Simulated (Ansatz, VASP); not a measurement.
## BN: VASP beside Ansatz

```xyz
4
Lattice="2.3840 0.0000 0.0000 -1.1920 2.0646 0.0000 0.0000 0.0000 7.2002" Properties=species:S:1:pos:R:3 pbc="T T T"
B     0.0000    1.3764    1.8001
B     1.1920    0.6882    5.4002
N     0.0000    1.3764    5.4002
N     1.1920    0.6882    1.8001
```

Alike in both runs: task single point; functional PBEsol; k mesh 12 × 12 × 4; occupations gaussian, width 0.05 eV; no spin polarisation.

```csv
,VASP,Ansatz
version,VASP 6.6.1,Ansatz 0.2.0
potentials or method,"VASP PAW PBE potentials, release 64 (B, N)","scalar-relativistic, plane waves, PAW"
plane-wave cutoff (eV),520,520
valence electrons in the cell,16,16
```

VASP gave:

```
gap on the k mesh at the Fermi level (eV) : 4.52
least direct gap on the mesh (eV)         : 4.97
```

What did Ansatz give for the same quantities?

gap on the k mesh at the Fermi level (eV): 4.53; least direct gap on the mesh (eV): 4.97.

With one functional, cell and mesh, what is left measures potentials, basis and numerics. Ansatz warned: «pseudo_functional_mismatch».

 A k mesh can miss the band edges.
